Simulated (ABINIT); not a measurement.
Crystal: W.

```
CELL_PARAMETERS angstrom
0.00000 2.03000 2.03000
2.03000 0.00000 2.03000
2.03000 2.03000 0.00000
ATOMIC_POSITIONS crystal
W 0.00000 0.00000 0.00000
```

This isn't the form of W at room conditions, which is bcc.

```yaml
Program: ABINIT 10.8.3 (patched build)
Task: relaxation of cell and atoms
Functional: LDA
Potentials_or_basis: PseudoDojo NC SR LDA v0.4.1 standard
Cutoff: 952 eV
k_mesh: 8 × 8 × 8
Occupations: fermi-dirac, width 0.05 eV
Spin: no spin polarisation
```

At the start: pressure -18.0 GPa; volume 16.73 Å³/atom.

Where does the relaxation end?

Over 4 steps the energy falls by 64.0 meV/atom and the volume is 15.65 Å³/atom (-6.5 %); space group Fm-3m (No. 225, to 0.05 Å).

The path:
```csv
step,energy change (eV),largest force (eV/Å),pressure (GPa),volume (Å³)
1,0.0000,0.0000,-18.02,16.73
2,-0.0621,0.0000,-3.33,15.83
3,-0.0639,0.0000,0.23,15.64
4,-0.0640,0.0000,0.00,15.65
```

Final structure:
```xyz
1
Lattice="0.0000 1.9853 1.9853 1.9853 0.0000 1.9853 1.9853 1.9853 0.0000" Properties=species:S:1:pos:R:3 pbc="T T T"
W     0.0000    0.0000    0.0000
```
